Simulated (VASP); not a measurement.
# MnS (Fm-3m) in VASP: a series of runs

Runs on MnS. Level: PBE. Tasks: relaxation of cell and atoms.

Everything below comes from runs of VASP 6.6.1. Logs are shortened: lines on timing, memory, paths and dates and some standing lists are left out, and cuts for length are marked.

## (1) Starting point

The structure is cubic, space group Fm-3m (No. 225). The conventional cell has a = 4.699 Å, b = 4.699 Å, c = 4.699 Å, α = 90.00°, β = 90.00°, γ = 90.00°. Mn (site symmetry m-3m) has 6 S at 2.35 Å as nearest neighbours. S (site symmetry m-3m) is surrounded by 6 Mn at 2.35 Å.

## (2) Relaxation of cell and atoms, PBE, collinear spin, ferromagnetic start, target pressure 30 GPa, at which the enthalpy is minimised

INCAR

```
SYSTEM = MnS
  ALGO = Fast
  EDIFF = 1E-7
  EDIFFG = -0.002
  ENCUT = 350
  GGA = PE
  IBRION = 2
  ISIF = 3
  ISMEAR = 0
  ISPIN = 2
  LASPH = .TRUE.
  LCHARG = .FALSE.
  LMAXMIX = 4
  LORBIT = 11
  LREAL = .FALSE.
  LWAVE = .FALSE.
  MAGMOM = 5 0
  NELM = 150
  NSW = 80
  PREC = Accurate
  PSTRESS = 300.0
  SIGMA = 0.1
```

KPOINTS

```
k-points
0
G
  14 14 14
  0 0 0
```

POSCAR

```
MnS                                     
1.0
    0.0000000000      2.3493004858      2.3493004858
    2.3493004858      0.0000000000      2.3493004858
    2.3493004858      2.3493004858      0.0000000000
  Mn              S             
     1     1
Direct
     0.0000000000000000    0.0000000000000000    0.0000000000000000
     0.5000000000000000    0.5000000000000000    0.5000000000000000
```

Potentials or basis: VASP PAW PBE potentials, release 64 (Mn_pv, S).

The run is started by

```bash
> cat potpaw_PBE.64/Mn_pv/POTCAR potpaw_PBE.64/S/POTCAR > POTCAR
> mpirun -np 1 vasp_std > vasp.out
```

OUTCAR:

```text
SYSTEM = MnS
   EDIFF = 1E-7
   EDIFFG = -0.002
   ENCUT = 350
   GGA = PE
   IBRION = 2
   ISIF = 3
   ISMEAR = 0
   ISPIN = 2
   LASPH = .TRUE.
   LORBIT = 11
   LREAL = .FALSE.
   NELM = 150
   NSW = 80
   PREC = Accurate
   PSTRESS = 300.0

 ion  position               nearest neighbor table
   1  0.000  0.000  0.000-   2 2.35   2 2.35   2 2.35   2 2.35   2 2.35   2 2.35
   2  0.500  0.500  0.500-   1 2.35   1 2.35   1 2.35   1 2.35   1 2.35   1 2.35

  LATTYP: Found a face centered cubic cell.
 ALAT       =     4.6986009716

  Lattice vectors:

 A1 = (   0.0000000000,   2.3493004858,   2.3493004858)
 A2 = (   2.3493004858,   0.0000000000,   2.3493004858)
 A3 = (   2.3493004858,   2.3493004858,   0.0000000000)

Analysis of symmetry for initial positions (statically):
=====================================================================
 Subroutine PRICEL returns:
 Original cell was already a primitive cell.

 Routine SETGRP: Setting up the symmetry group for a
 face centered cubic supercell.

 Subroutine GETGRP returns: Found 48 space group operations
 (whereof 48 operations were pure point group operations)
 out of a pool of 48 trial point group operations.

The static configuration has the point symmetry O_h .

Analysis of symmetry for dynamics (positions and initial velocities):
=====================================================================
 Subroutine PRICEL returns:
 Original cell was already a primitive cell.

 Routine SETGRP: Setting up the symmetry group for a
 face centered cubic supercell.

 Subroutine GETGRP returns: Found 48 space group operations
 (whereof 48 operations were pure point group operations)
 out of a pool of 48 trial point group operations.

The dynamic configuration has the point symmetry O_h .

Analysis of structural, dynamic, and magnetic symmetry:
=====================================================================
 Subroutine PRICEL returns:
 Original cell was already a primitive cell.

 Routine SETGRP: Setting up the symmetry group for a
 face centered cubic supercell.

 Subroutine GETGRP returns: Found 48 space group operations
 (whereof 48 operations were pure point group operations)
 out of a pool of 48 trial point group operations.

The overall configuration has the point symmetry O_h .

 Subroutine INISYM returns: Found 48 space group operations
 (whereof 48 operations are pure point group operations),
 and found     1 'primitive' translations

----------------------------------------------------------------------------------------

                                     Primitive cell

  volume of cell :      25.9326

  direct lattice vectors                    reciprocal lattice vectors
     0.000000000  2.349300486  2.349300486    -0.212829309  0.212829309  0.212829309
     2.349300486  0.000000000  2.349300486     0.212829309 -0.212829309  0.212829309
     2.349300486  2.349300486  0.000000000     0.212829309  0.212829309 -0.212829309

  length of vectors
     3.322412609  3.322412609  3.322412609     0.368631177  0.368631177  0.368631177

  position of ions in fractional coordinates (direct lattice)
     0.000000000  0.000000000  0.000000000
     0.500000000  0.500000000  0.500000000

  ion indices of the primitive-cell ions
   primitive index   ion index
                 1           1
                 2           2

----------------------------------------------------------------------------------------

 KPOINTS: k-points

Automatic generation of k-mesh.
 Grid dimensions read from file:
 generate k-points for:   14   14   14

 Generating k-lattice:

  Cartesian coordinates                     Fractional coordinates (reciprocal lattice)
    -0.015202094  0.015202094  0.015202094     0.071428571  0.000000000  0.000000000
     0.015202094 -0.015202094  0.015202094     0.000000000  0.071428571  0.000000000
     0.015202094  0.015202094 -0.015202094     0.000000000  0.000000000  0.071428571

  Length of vectors
     0.026330798  0.026330798  0.026330798

  Shift w.r.t. Gamma in fractional coordinates (k-lattice)
     0.000000000  0.000000000  0.000000000

 Subroutine IBZKPT returns following result:
 ===========================================

 Found    104 irreducible k-points:

 Following reciprocal coordinates:
            Coordinates               Weight
  0.000000  0.000000  0.000000      1.000000
  0.071429  0.000000  0.000000      8.000000
  0.142857  0.000000  0.000000      8.000000
  0.214286  0.000000  0.000000      8.000000
  0.285714  0.000000  0.000000      8.000000
  0.357143  0.000000  0.000000      8.000000
[... 16 lines left out ...]
  0.214286  0.142857  0.000000     24.000000
  0.285714  0.142857  0.000000     24.000000
 [... further k-points ...]
   k-points           NKPTS =    104   k-points in BZ     NKDIM =    104   number of bands    NBANDS=     16
   number of dos      NEDOS =    301   number of ions     NIONS =      2
   total plane-waves  NPLWV =   8000
   dimension x,y,z NGX =    20 NGY =   20 NGZ =   20
   dimension x,y,z NGXF=    40 NGYF=   40 NGZF=   40
   ions per type =               1   1
   NGX,Y,Z   is equivalent  to a cutoff of  10.01, 10.01, 10.01 a.u.
   NGXF,Y,Z  is equivalent  to a cutoff of  20.02, 20.02, 20.02 a.u.
 SYSTEM =  MnS
   PREC   = accura    normal or accurate (medium, high low for compatibility)
   ISTART =      0    job   : 0-new  1-cont  2-samecut
   ICHARG =      2    charge: 1-file 2-atom 10-const
   ISPIN  =      2    spin polarized calculation?
   LNONCOLLINEAR =      F non collinear calculations
   LSORBIT =      F    spin-orbit coupling
   LASPH  =      T    aspherical Exc in radial PAW
   ENCUT  =  350.0 eV  25.72 Ry    5.07 a.u.   5.07  5.07  5.07*2*pi/ulx,y,z
   NELM   =    150;   NELMIN=  2; NELMDL= -5     # of ELM steps
   EDIFF  = 0.1E-06   stopping-criterion for ELM
   LREAL  =      F    real-space projection
   EDIFFG = -.2E-02   stopping-criterion for IOM
   NSW    =     80    number of steps for IOM
   IBRION =      2    ionic relax: 0-MD 1-quasi-New 2-CG
   NFREE  =      1    steps in history (QN), initial steepest desc. (CG)
   ISIF   =      3    stress and relaxation
   ISYM   =      2    0-nonsym 1-usesym 2-fastsym
   POTIM  = 0.5000    time-step for ionic-motion
   TEBEG  =    0.0;   TEEND  =   0.0 temperature during run
   PSTRESS=  300.0 pullay stress
   NELECT =      19.0000    total number of electrons
   NUPDOWN=      -1.0000    fix difference up-down
   EMIN   =  10.00;   EMAX   =-10.00  energy-range for DOS
   EFERMI =   0.00;   METHOD = LEGACY
   ISMEAR =     0;   SIGMA  =   0.10  broadening in eV -4-tet -1-fermi 0-gaus
   EFERMI_NEDOS =   21; number of points for ismear=-14 and -15
   IALGO  =     68    algorithm
   IMIX   =      4    mixing-type and parameters
     AMIX     =   0.40;   BMIX     =  1.00
     AMIX_MAG =   1.60;   BMIX_MAG =  1.00
  volume/ion in A,a.u.               =      12.97        87.50
  Fermi-wavevector in a.u.,A,eV,Ry     =   1.475856  2.788964 29.635562  2.178152
  Thomas-Fermi vector in A             =   2.590454
   LORBIT       =     11    0 simple, 1 ext, 2 COOP (PROOUT), +10 PAW based schemes
   GGA     = PE    functional components
   LHFCALC =     F    Hartree Fock is set to
   AEXX    =    0.0000 exact exchange contribution
   IVDW    =     0    specifies the selected vdW correction
   LEPSILON=     F    determine dielectric tensor
   LRPA    =     F    only Hartree local field effects (RPA)
 conjugate gradient relaxation of ions
 spin polarized calculation
 RMM-DIIS sequential band-by-band and
 Gauss-broadening in eV      SIGMA  =   0.10
  energy-cutoff  :      350.00
  volume of cell :       25.93
 maximum number of plane-waves:       395
   NGX = 11   NGY = 11   NGZ = 11

--------------------------------------- Ionic step        1  -------------------------------------------

 number of electron      19.0000045 magnetization       3.4468500

 Free energy of the ion-electron system (eV)
  ---------------------------------------------------
  ext. energy  EPLUGINS =         0.00000000
  ---------------------------------------------------
  free energy    TOTEN  =       -13.69957834 eV

  energy without entropy =      -13.69282375  energy(sigma->0) =      -13.69620105

------------------------ aborting loop because EDIFF is reached ----------------------------------------

  FORCE on cell =-STRESS in cart. coord.  units (eV):
  Direction    XX          YY          ZZ          XY          YZ          ZX
  --------------------------------------------------------------------------------------
  -------------------------------------------------------------------------------------
  Total        3.2401407      3.2401407      3.2401407     -0.0000000      0.0000000      0.0000000
  in kB      200.1837186    200.1837186    200.1837186     -0.0000000      0.0000000      0.0000000
  external PRESSURE =     -99.8162814 kB  Pullay stress =     300.0000000 kB
[... 291 lines left out ...]
--------------------------------------- Ionic step        9  -------------------------------------------

 number of electron      18.9999988 magnetization       2.9380351

 Free energy of the ion-electron system (eV)
  ---------------------------------------------------
  ext. energy  EPLUGINS =         0.00000000
  ---------------------------------------------------
  free energy    TOTEN  =       -13.40226518 eV

  energy without entropy =      -13.39542049  energy(sigma->0) =      -13.39884284

 E-fermi :  11.4214     XC(G=0): -12.6992

 val. band max:       11.4195536639   @ k =  -0.1429   0.0714   0.0000
 cond. band min:      11.4263303605   @ k =  -0.2857   0.2143   0.0714
 fundamental gap:      0.0067766966
 Fermi energy:        11.4214267778

 spin component 1

 k-point     1 :       0.0000    0.0000    0.0000
  band No.  band energies     occupation
      1     -38.3271      1.00000
      2     -38.3271      1.00000
      3     -38.3271      1.00000
      4      -5.9700      1.00000
      5       8.0176      1.00000
      6       8.0176      1.00000
[... 433 lines left out ...]
      3     -38.3336      1.00000
      4      -4.8034      1.00000
      5       4.6886      1.00000
      6       6.1802      1.00000
[... 8 lines left out ...]
     15      20.3655      0.00000
     16      21.0154      0.00000

 [... further k-points ...]

 spin component 2

 k-point     1 :       0.0000    0.0000    0.0000
  band No.  band energies     occupation
      1     -35.4183      1.00000
      2     -35.4183      1.00000
      3     -35.4183      1.00000
      4      -5.7710      1.00000
      5       9.5879      1.00000
      6       9.5879      1.00000
[... 433 lines left out ...]
      3     -35.4258      1.00000
      4      -4.6163      1.00000
      5       5.2733      1.00000
      6       7.0162      1.00000
[... 8 lines left out ...]
     15      21.0752      0.00000
     16      21.5306      0.00000

 [... further k-points ...]

------------------------ aborting loop because EDIFF is reached ----------------------------------------

  FORCE on cell =-STRESS in cart. coord.  units (eV):
  Direction    XX          YY          ZZ          XY          YZ          ZX
  --------------------------------------------------------------------------------------
  -------------------------------------------------------------------------------------
  Total        4.4946321      4.4946321      4.4946321     -0.0000000      0.0000000      0.0000000
  in kB      299.8666335    299.8666335    299.8666335     -0.0000000      0.0000000      0.0000000
  external PRESSURE =      -0.1333665 kB  Pullay stress =     300.0000000 kB
[... 21 lines left out ...]
  energy  without entropy=      -13.3954204897  energy(sigma->0) =      -13.39884284

  enthalpy is  TOTEN    =        -8.9056340727 eV   P V=        4.4966311099

 reached required accuracy - stopping structural energy minimisation

 total charge

# of ion       s       p       d       tot
------------------------------------------
    1        0.308   6.312   5.266  11.886
    2        1.321   2.483   0.000   3.804
--------------------------------------------------
tot          1.629   8.795   5.266  15.690

 magnetization (x)

# of ion       s       p       d       tot
------------------------------------------
    1        0.055   0.038   2.695   2.788
    2        0.013   0.023   0.000   0.036
--------------------------------------------------
tot          0.068   0.061   2.695   2.824
```

Wall time 2.8 min (1 thread of AMD EPYC 9R14 (Zen 4), shared host); peak memory 0.13 GiB.

What came out:

| Quantity | Value |
| --- | --- |
| Free energy | -13.4023 eV |
| Relaxed volume | 12.01 Å³/atom |
| Relaxed cell | a = 3.238 Å, b = 3.238 Å, c = 3.238 Å, α = 60.00°, β = 60.00°, γ = 60.00° |
| Space group after relaxing (to 0.05 Å) | Fm-3m (No. 225) |
| Energy change on relaxing (the enthalpy is what falls) | +148.7 meV/atom |
| Ionic steps | 9 |
| Pressure after relaxing | 30.0 GPa |
| Band gap on the k mesh | none (metal or under the smearing width) |
| Net moment | 2.94 μB per cell |
| Site moments | Mn +2.79; S +0.04 μB |
| Valence electrons inside the program's atomic spheres | Mn 11.89; S 3.80 |

The path:
```tsv
step	energy change (eV)	largest force (eV/Å)	pressure (GPa)	volume (Å³)
1	0.0000	0.0000	20.02	25.93
2	0.5135	0.0000	39.78	23.02
3	0.2795	0.0000	29.15	24.11
4	0.2966	0.0000	29.96	24.02
5	0.3036	0.0000	30.31	23.98
6	0.2894	0.0000	29.62	24.06
7	0.2979	0.0000	30.06	24.01
8	0.2968	0.0000	29.94	24.02
9	0.2973	0.0000	29.99	24.01
```

Final structure:
```
Mn S
1.0
     0.00000    2.28989    2.28989
     2.28989    0.00000    2.28989
     2.28989    2.28989    0.00000
Mn S
1 1
Direct
  0.00000 0.00000 0.00000
  0.50000 0.50000 0.50000
```

Caveat: the cell is relaxed towards a set pressure, so the enthalpy falls and the energy may rise; a cell with one magnetic atom can't hold antiferromagnetic order, which such compounds often take; semilocal functionals often make such compounds metallic where correlation or magnetic order opens a gap, which also shifts bond lengths.

## (3) Relaxation of cell and atoms, PBE, collinear spin, ferromagnetic start, target pressure 30 GPa, at which the enthalpy is minimised

This run uses another cell than the first one, of 12.01 Å³/atom, 0.926 times its volume.

INCAR is that of step 2.

KPOINTS is that of step 2.

POSCAR

```
MnS                                     
1.0
   -0.0000000000      2.2898948003      2.2898948003
    2.2898948003      0.0000000000      2.2898948003
    2.2898948003      2.2898948003      0.0000000000
  Mn              S             
     1     1
Direct
     0.0000000000000000    0.0000000000000000    0.0000000000000000
     0.5000000000000000    0.5000000000000000    0.5000000000000000
```

Potentials or basis: VASP PAW PBE potentials, release 64 (Mn_pv, S).

The run is started by

```bash
> cat potpaw_PBE.64/Mn_pv/POTCAR potpaw_PBE.64/S/POTCAR > POTCAR
> mpirun -np 1 vasp_std > vasp.out
```

It took 62 s on 1 thread of AMD EPYC 9R14 (Zen 4), shared host; peak memory 0.12 GiB.

It converged, with:

- Free energy: -13.3990 eV
- Relaxed volume: 12.02 Å³/atom
- Relaxed cell: a = 3.239 Å, b = 3.239 Å, c = 3.239 Å, α = 60.00°, β = 60.00°, γ = 60.00°
- Space group after relaxing (to 0.05 Å): Fm-3m (No. 225)
- Energy change on relaxing (the enthalpy is what falls): -2.2 meV/atom
- Ionic steps: 3
- Pressure after relaxing: 30.0 GPa
- Band gap on the k mesh: none (metal or under the smearing width)
- Net moment: 2.94 μB per cell
- Site moments: Mn +2.79; S +0.04 μB
- Valence electrons inside the program's atomic spheres: Mn 11.88; S 3.80

The path:
```tsv
step	energy change (eV)	largest force (eV/Å)	pressure (GPa)	volume (Å³)
1	0.0000	0.0000	30.21	24.01
2	-0.0104	0.0000	29.74	24.07
3	-0.0044	0.0000	29.98	24.04
```

Final structure:
```cif
data_structure
_symmetry_space_group_name_H-M 'P 1'
_symmetry_Int_Tables_number 1
_cell_length_a 3.2395
_cell_length_b 3.2395
_cell_length_c 3.2395
_cell_angle_alpha 60.000
_cell_angle_beta 60.000
_cell_angle_gamma 60.000
_cell_volume 24.04
loop_
_atom_site_label
_atom_site_type_symbol
_atom_site_fract_x
_atom_site_fract_y
_atom_site_fract_z
_atom_site_occupancy
Mn1 Mn 0.00000 0.00000 0.00000 1
S1 S 0.50000 0.50000 0.50000 1
```

Levels at points of the mesh, in eV from the Fermi level:
Spin up:
```csv
k point,band 9,band 10,band 11,band 12,band 13,band 14
"(0.00, 0.00, 0.00)",-3.06,-1.97,-1.97,-1.97,5.88,10.05
"(0.50, 0.00, 0.00)",-2.07,-1.44,2.71,2.71,3.33,6.06
"(0.50, 0.50, 0.00)",-2.46,-1.77,-1.77,-0.59,2.53,6.75
```
Spin down:
```csv
k point,band 5,band 6,band 7,band 8,band 9,band 10,band 11,band 12
"(0.00, 0.00, 0.00)",-1.84,-1.84,-1.84,-1.12,-1.12,-1.12,-1.07,-1.07
"(0.50, 0.00, 0.00)",-9.09,-5.18,-5.18,0.71,0.71,1.23,3.53,4.36
"(0.50, 0.50, 0.00)",-7.87,-4.23,-4.23,-3.03,-0.31,1.16,1.16,1.46
```

Caveat: the cell is relaxed towards a set pressure, so the enthalpy falls and the energy may rise; a cell with one magnetic atom can't hold antiferromagnetic order, which such compounds often take; semilocal functionals often make such compounds metallic where correlation or magnetic order opens a gap, which also shifts bond lengths. With open d or f shells a metallic result of PBE can be an artefact of self-interaction; +U or a hybrid may open a gap.

[end of part 1 of 2]
